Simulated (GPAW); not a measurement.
Runs of GPAW 26.7.0 on Mn3Si. It takes space group Fm-3m (No. 225, cubic). Conventional cell: a = 5.722 Å, b = 5.722 Å, c = 5.722 Å, α = 90.00°, β = 90.00°, γ = 90.00°. Around Mn (site symmetry -43m) lie 4 Mn at 2.48 Å and 4 Si at 2.48 Å. Around Mn (site symmetry m-3m) lie 8 Mn at 2.48 Å. Around Si (site symmetry m-3m) lie 8 Mn at 2.48 Å. 

```tsv
level	gap on the mesh (eV)	pressure (GPa)	moment (μB)	relaxed volume (Å³/atom)
PBEsol+D3(BJ)	none	0.0	1.09	10.61
PBEsol+D3(BJ)+ATM	none	-0.3	1.09	10.68
PBEsol	none	-0.1	(a)	(b)
PBEsol+D3	none	-0.3	1.09	10.67
```

Alike in all rows: task relaxation of cell and atoms; potentials or basis PAW data sets generated in the run's folder for this functional, pw; spin collinear, ferromagnetic start; cell relaxed; k mesh 6 × 6 × 6; cutoff (eV) 600; smearing fermi-dirac 0.05 eV.

**Question.** Fill in the values left out.

**Answer.** (a) 1.07; (b) 10.88.

Caveats: each step starts from the last one's moments, so a moment once lost doesn't come back; later steps reuse the first step's grids; pairwise dispersion overbinds metals, which lowers pressure and volume (some runs).

A gap of «none» marks a metal or a gap under the smearing width.
